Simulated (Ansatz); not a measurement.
Runs of Ansatz 0.2.0 on HgTe. It takes space group I-4m2 (No. 119, tetragonal). Conventional cell: a = 6.091 Å, b = 6.091 Å, c = 3.119 Å, α = 90.00°, β = 90.00°, γ = 90.00°. Hg (site symmetry -4m2) is surrounded by 2 Hg at 3.12 Å and 4 Te at 3.14 Å. Around Te (site symmetry -4m2) lie 2 Te at 3.12 Å and 4 Hg at 3.14 Å. Measurements of this composition are mostly on another form, of space group No. 216.

| task | potentials or basis | spin | cell | k mesh | cutoff (eV) | pressure (GPa) |
| --- | --- | --- | --- | --- | --- | --- |
| relaxation of cell and atoms | all-electron LAPW, scalar-relativistic | off | relaxed to 30 GPa | 10 × 10 × 10 | - | 30.0 |
| band structure | all-electron LAPW, scalar-relativistic | off | as given | 8 × 8 × 8 | 207 | (a) |
| band structure | all-electron LAPW, relativistic spinors | SOC, no magnetisation | as given | 8 × 8 × 8 | 207 | -4.0 |
| relaxation of cell and atoms | all-electron LAPW, scalar-relativistic | off | relaxed to 10 GPa | 10 × 10 × 10 | - | 10.0 |
| relaxation of cell and atoms | all-electron LAPW, scalar-relativistic | off | relaxed to 5 GPa | 10 × 10 × 10 | - | 5.0 |
| relaxation of cell and atoms | all-electron LAPW, scalar-relativistic | off | relaxed | 10 × 10 × 10 | - | 0.0 |
| relaxation of cell and atoms | all-electron LAPW, scalar-relativistic | off | relaxed to 20 GPa | 10 × 10 × 10 | - | 20.0 |

Alike in all rows: level PBEsol; smearing fermi-dirac 0.05 eV; basis error allowed 0.001 eV/atom.

**Question.** Estimate the missing entries.

**Answer.** (a) -3.7.

Caveats: the k mesh is thin for a metal, which can move the energy by tens of meV per atom (some runs).
